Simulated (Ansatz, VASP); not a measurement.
**One calculation of TiO2, two programs**

The input INCAR:

```
  PREC = Accurate
  ENCUT = 520
  EDIFF = 1E-6
  ISMEAR = -1
  SIGMA = 0.05
  LREAL = False
  LASPH = True
  NELM = 80
  ALGO = Normal
  ISIF = 2
  LWAVE = False
  LCHARG = False
  GGA = PE
  IBRION = 2
  NSW = 60
  EDIFFG = -0.01
```

KPOINTS

```
regular mesh
0
Gamma
  7 5 3
```

POSCAR

```
TiO2
1.0
    2.9682645463      0.0000000000      0.0000000000
    0.0002080834      4.7076067549      0.0000000000
    1.4835696211      0.2423534620      7.0834647979
Ti O
3 6
Direct
    0.0033718700      0.0003888100      0.0007031900
    0.3446402100      0.4802596500      0.3169598700
    0.6617081400      0.5204743600      0.6844963600
    0.4400381600      0.1854376900      0.1285388000
    0.7779263400      0.2977287500      0.4518780700
    0.1012362400      0.3089534200      0.8062432200
    0.9064972100      0.6918369900      0.1951715700
    0.2294071500      0.7030072800      0.5495147300
    0.5680256700      0.8153000600      0.8728271800
```

Contents of input.yaml:

```yaml
crystal:
  lattice:
    - [2.9682645463, 0.0, 0.0]
    - [0.0002080834, 4.7076067549, 0.0]
    - [1.4835696211, 0.242353462, 7.0834647979]
  atoms:
    - { symbol: Ti, position: [0.00337187, 0.00038881, 0.00070319] }
    - { symbol: Ti, position: [0.34464021, 0.48025965, 0.31695987] }
    - { symbol: Ti, position: [0.66170814, 0.52047436, 0.68449636] }
    - { symbol: O, position: [0.44003816, 0.18543769, 0.1285388] }
    - { symbol: O, position: [0.77792634, 0.29772875, 0.45187807] }
    - { symbol: O, position: [0.10123624, 0.30895342, 0.80624322] }
    - { symbol: O, position: [0.90649721, 0.69183699, 0.19517157] }
    - { symbol: O, position: [0.22940715, 0.70300728, 0.54951473] }
    - { symbol: O, position: [0.56802567, 0.81530006, 0.87282718] }
hamiltonian:
  xc: pbe
  pseudopotentials: { kind: paw }
kpoints:
  mp_grid: { grid: [7, 5, 3] }
scf:
  occupations: { method: fermi_dirac, width: 0.05 }
output:
  forces: true
  stress: true
  eigenvalues: true
relax:
  f_tol: 0.01
  max_steps: 40
```

Change from the starting cell: strain = 0.0.

Alike in both runs: task relaxation of the atoms; functional PBE; k mesh 7 × 5 × 3; occupations fermi-dirac, width 0.05 eV; no spin polarisation.

```csv
,VASP,Ansatz
version,VASP 6.6.1,Ansatz 0.2.0
potentials or method,"VASP PAW PBE potentials, release 64 (Ti_sv, O)",Ansatz PAW
plane-wave cutoff (eV),520,420
valence electrons in the cell,72,72
```

VASP gave:

- gap on the k mesh at the Fermi level, each at its own relaxed structure (eV): 2.27

Q: Which values does Ansatz return?

A: gap on the k mesh at the Fermi level, each at its own relaxed structure (eV): 2.30.

Caveats: an odd mesh through Γ misses points on the zone boundary, where band edges often lie (VASP); odd divisions of the mesh miss points on the zone boundary, where band edges often lie, so the gap on the mesh can be too wide (Ansatz).
